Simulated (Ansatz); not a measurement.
Compressing YN: a fit and a missing row

YN, Fm-3m, a = 4.906 Å. Ansatz: PBE, PAW, 420 eV, Γ-centred 12×12×12 mesh on 2 atoms, Gaussian smearing 0.01 eV; no spin polarisation. Symmetry fixes shape and atoms, so the cell is only scaled; pressure is positive in compression.

| V (Å³/atom) | P (GPa) |
| --- | --- |
| 12.988 | ? |
| 13.431 | 18.33 |
| 13.873 | 11.23 |
| 14.316 | 5.18 |
| 14.759 | 0.00 |
| 15.202 | -4.42 |
| 15.645 | -8.21 |
| 16.235 | -12.41 |

Take V0 = 14.759 Å³/atom, fit the third-order Birch–Murnaghan form to the other rows, and predict the missing pressure.

With the Eulerian strain f = ½[(V0/V)^(2/3) − 1] and y = P/[3f(1 + 2f)^(5/2)], the form is the line y = B0 + 1.5 B0 (B0′ − 4) f. Rows (f, y): 0.03244, 161.0; 0.02107, 160.2; 0.01026, 160.0; -0.00976, 158.6; -0.01906, 158.2; -0.03078, 157.5. Means f = 0.0006950, y = 159.25; Σ(Δf)² = 0.003005, ΣΔfΔy = 0.1647; the slope is their ratio. y = 159.2 + 54.82 f GPa, so B0 = 159.2 GPa and B0′ = 4 + 2 × (54.82)/(3 × 159.2) = 4.23. At V = 12.988, f = 0.04448, y = 161.64 and P = 26.69 GPa. The run gave 26.59 GPa, so the fit is 0.10 GPa too high, a small miss on the scale of the series. Note that the gap is closed there and open in the run one row down.

Where the gap has closed, the smearing of 0.02 eV or less is narrow for a metal on this mesh.

Closed-shell ions balance this formula, and semilocal functionals make gaps too small, so «metal» can mean here that the functional has closed a real gap.